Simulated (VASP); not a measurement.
TiAl3 under changes of volume

One of the cells (15.292 Å³/atom); the others are scaled copies at fixed shape and fractional positions:

```
Ti Al
1.0
    -1.89782    1.89782    4.24579
     1.89782   -1.89782    4.24579
     1.89782    1.89782   -4.24579
Ti Al
1 3
Direct
  0.00000 0.00000 0.00000
  0.25000 0.75000 0.50000
  0.75000 0.25000 0.50000
  0.50000 0.50000 0.00000
```

The cell comes from a database or a generator and needn't be the stable form of this composition.

```yaml
Program: VASP 6.6.1
Functional: PBE
Dispersion: D3(BJ)
Potentials_or_basis: VASP PAW PBE potentials, release 64 (Ti_sv, Al)
Cutoff: 520 eV
k_mesh: 8 × 8 × 8
Occupations: fermi-dirac, width 0.05 eV
Spin: no spin polarisation
```

| volume (Å³/atom) | energy over the lowest point (meV/atom) | pressure (GPa) |
| --- | --- | --- |
| 14.681 | ? | ? |
| 14.986 | 2.20 | 2.4 |
| 15.292 | 0.00 | 0.0 |
| 15.598 | 2.19 | -2.2 |
| 15.904 | 8.35 | -4.2 |

**Question.** What does the run at 14.681 Å³/atom give?

**Answer.** Energy over the lowest point 9.25 meV/atom; pressure 5.0 GPa.

Worked out: A Birch-Murnaghan fit of order 2 (a polynomial in V^(-2/3)) to the other rows has its minimum at 15.29 Å³/atom with B0 = V·E''(V) = 115 GPa at fixed shape and positions, which overstates the stiffness. It gives 9.22 meV/atom at 14.681 Å³/atom, against the run's 9.25, and -dE/dV = 5.0 GPa, against 5.0.

Energies are extrapolated to zero smearing.

Caveats: pairwise dispersion overbinds metals, which lowers pressure and volume.
